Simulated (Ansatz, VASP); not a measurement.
BN in VASP and in Ansatz

```
B N
1.0
     3.62411    0.00000    0.00000
     0.00000    0.00000   -3.62411
     0.00000    3.62411    0.00000
B N
4 4
Direct
  0.00000 0.00000 0.00000
  0.00000 0.50000 0.50000
  0.50000 0.00000 0.50000
  0.50000 0.50000 0.00000
  0.25000 0.25000 0.75000
  0.25000 0.75000 0.25000
  0.75000 0.25000 0.25000
  0.75000 0.75000 0.75000
```

The cell is a database's computed one.

Alike in both runs: task single point; functional PBE; k mesh 3 × 3 × 3; no spin polarisation.

|  | VASP | Ansatz |
| --- | --- | --- |
| version | VASP 6.6.1 | Ansatz 0.2.0 |
| potentials or method | VASP PAW PBE potentials, release 64 (B, N) | plane-wave PAW DFT |
| plane-wave cutoff (eV) | 520 | 420 |
| occupations | gaussian, width 0.01 eV | fixed |
| valence electrons in the cell | 32 | 32 |

Ansatz gave:

```
gap on the k mesh at the Fermi level (eV) : 4.46
```

**Question.** Which values does VASP return?

**Answer.** gap on the k mesh at the Fermi level (eV): 4.45.

Caveats: the k mesh is coarse (spacing up to 0.58 Å⁻¹), so the values aren't converged. A hybrid or GW would open this gap; PBE tends to underestimate it.
